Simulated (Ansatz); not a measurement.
ZnS (P6_3mc)

Method: Ansatz 0.2.0, DFT PBE, scalar-relativistic, plane waves, PAW.

Cutoff 420 eV; k points 12×12×4 on the computed 8-atom cell (Γ-centred); Gaussian smearing, width 0.02 eV; no spin polarisation.

The structure is relaxed at this level of theory with its symmetry kept.

Symmetry: P6_3mc, No. 186, hexagonal system. The conventional cell has a = 3.847 Å, b = 3.847 Å, c = 12.590 Å, α = 90.00°, β = 90.00°, γ = 120.00°. Zn (site symmetry 3m) is surrounded by 4 S at 2.36 Å. Zn (site symmetry 3m) is surrounded by 4 S at 2.36 Å. S (site symmetry 3m) has 4 Zn at 2.36 Å as nearest neighbours. S (site symmetry 3m) has 4 Zn at 2.36 Å as nearest neighbours.

* Volume per atom: 136.1 bohr³
* Formation energy from the elements' standard states (uncorrected): -0.821 eV/atom
* Kohn–Sham band gap: 2.05 eV, direct at Γ
* Löwdin character of the top 1 eV of the valence band: S 3p 88 %, Zn 3d 9 %
* Löwdin character of the lowest 1 eV of the conduction band: Zn 4s 57 %, S 3s 26 %, S 3p 15 %
* Electron masses at the edge by Cartesian direction of the standard setting (m_e; degenerate bands sorted by energy; no spin-orbit coupling): x: 0.17; y: 0.17; z: 0.16
* Hole masses at the edge by Cartesian direction of the standard setting (m_e; degenerate bands sorted by energy; no spin-orbit coupling): x: 1.6, 0.17; y: 1.7, 0.17; z: 1.6, 1.6
* Bulk modulus: 69 GPa
* Its pressure derivative: 4.4
* Bader charges (e): Zn (2 in the cell) 0.89, Zn (2 in the cell) 0.89, S (2 in the cell) -0.89, S (2 in the cell) -0.89